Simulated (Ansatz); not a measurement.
A 2-atom cell of KCl started from a crystallographic database, relaxed with r2SCAN, was run in the plane-wave code Ansatz under altered settings. All numbers are computed, without spin polarisation but where a row says otherwise.

```yaml
crystal:
  lattice:
    - [0.00000, 3.14485, 3.14485]
    - [3.14485, 0.00000, 3.14485]
    - [3.14485, 3.14485, 0.00000]
  atoms:
    - { symbol: K, position: [0.00000, 0.00000, 0.00000] }
    - { symbol: Cl, position: [0.50000, 0.50000, 0.50000] }
```

The base run's other keys:
```yaml
kpoints:
  mp_grid: { grid: [4, 4, 4] }
hamiltonian:
  xc: hse06
scf:
  occupations: { method: fixed }
  n_extra_bands: 4
```

It takes 10 iterations with 1243 plane waves at 420 eV and 8 k points, and leaves a mean stress of +0.48 GPa. The gap over this mesh is 6.505 eV. It ran on 4 threads of Arm Neoverse N1 (shared host).

Outcomes, with energy and stress as changes against the base:

| setting | outcome | ΔF (meV/atom) | Δ mean stress (GPa) | gap on the mesh (eV) | iterations | wall time |
| --- | --- | --- | --- | --- | --- | --- |
| hamiltonian.xc: lc_wpbe | converged | – | -0.1 | 11.920 | 12 | 9.8 s |
| PBE hybrid, exx coeff 0.75, omega 0.5 1/Å | converged | – | -0.6 | 7.287 | 14 | 8.5 s |
| PBE hybrid, exx coeff 1.0, omega 0.1 1/Å | converged | – | -1.0 | 12.087 | 17 | 9.8 s |
| PBE hybrid, exx coeff 0.5, omega 0.2078 1/Å | converged | – | -0.3 | 7.852 | 14 | 8.6 s |
| basis.ecutrho_ratio: 8 | converged | 0.0 | 0.0 | 6.505 | 10 | 8.5 s |

A dash marks a value that wasn't obtained or can't be compared. Stress is positive in compression. The base took 7.2 s.

- hamiltonian.xc: lc_wpbe. The mean stress moves by -0.1 GPa and the gap on the mesh by +5.414 eV (to 11.920). It's another functional on the same cell, so totals aren't comparable.
- PBE hybrid, exx coeff 0.75, omega 0.5 1/Å. That is 75 % exact exchange, screened with ω = 0.5 1/Å, against HSE06's 25 % screened at 0.208 1/Å. The mean stress moves by -0.6 GPa and the gap on the mesh by +0.782 eV (to 7.287). Totals of different functionals aren't comparable.
- PBE hybrid, exx coeff 1.0, omega 0.1 1/Å. That is 100 % exact exchange, screened with ω = 0.1 1/Å, against HSE06's 25 % screened at 0.208 1/Å. The mean stress moves by -1.0 GPa and the gap on the mesh by +5.582 eV (to 12.087). Totals of different functionals aren't comparable. The program warns that on this mesh the truncation of the exchange isn't bounded, so part of the change can be an error of the mesh.
- PBE hybrid, exx coeff 0.5, omega 0.2078 1/Å. That is 50 % exact exchange, screened with ω = 0.2078 1/Å, against HSE06's 25 % screened at 0.208 1/Å. The mean stress moves by -0.3 GPa and the gap on the mesh by +1.347 eV (to 7.852). Totals of different functionals aren't comparable.

Within 1 meV an atom, 0.1 GPa and 0.005 eV of the base stay: basis.ecutrho_ratio: 8.

The program warns that its thresholds are loose for a hybrid's stress.

The meshes of the hybrids are coarse, so their gaps aren't converged to the digits shown.
